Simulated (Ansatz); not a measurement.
Runs of Ansatz 0.2.0 on As. It takes space group R-3m (No. 166, trigonal). The conventional cell has a = 3.762 Å, b = 3.762 Å, c = 10.542 Å, α = 90.00°, β = 90.00°, γ = 120.00°. As (site symmetry 3m) is surrounded by 3 As at 2.51 Å. 

| task | level | points for each segment of the path | gap on the mesh (eV) | pressure (GPa) | V0 of scaled cells (Å³/atom) | B0 (GPa) | largest force (eV/Å) |
| --- | --- | --- | --- | --- | --- | --- | --- |
| band structure | HSE06 | 4 | none | 0.8 | - | - | 0.05 |
| equation of state | HSE06 | - | - | - | (b) | 79 | - |
| equation of state | PBE0 | - | - | - | (a) | 74 | - |
| single point | PBE0 | - | none | 0.8 | - | - | 0.01 |

Alike in all rows: potentials or basis Ansatz PAW; no spin polarisation; cell as given; k mesh 6 × 6 × 6; cutoff (eV) 420; smearing fermi-dirac 0.05 eV.

Q: Estimate the missing entries.

A: (a) 21.77; (b) 21.75.

Caveats: the PAW data sets come from PBE, with cores solved anew for the run's functional, which leaves a small shift of forces and pressure (some runs); the thresholds are loose for stress (some runs); the cell was scaled at fixed shape and fractional positions, which overstates the stiffness of a crystal with free parameters, most of all of layers and chains (some runs); the PAW data sets were made with another functional, which shifts forces and pressure a little (some runs).

A k mesh can miss the band edges, and the runs leave out spin-orbit coupling on As.

A gap of «none» marks a metal or a gap under the smearing width.
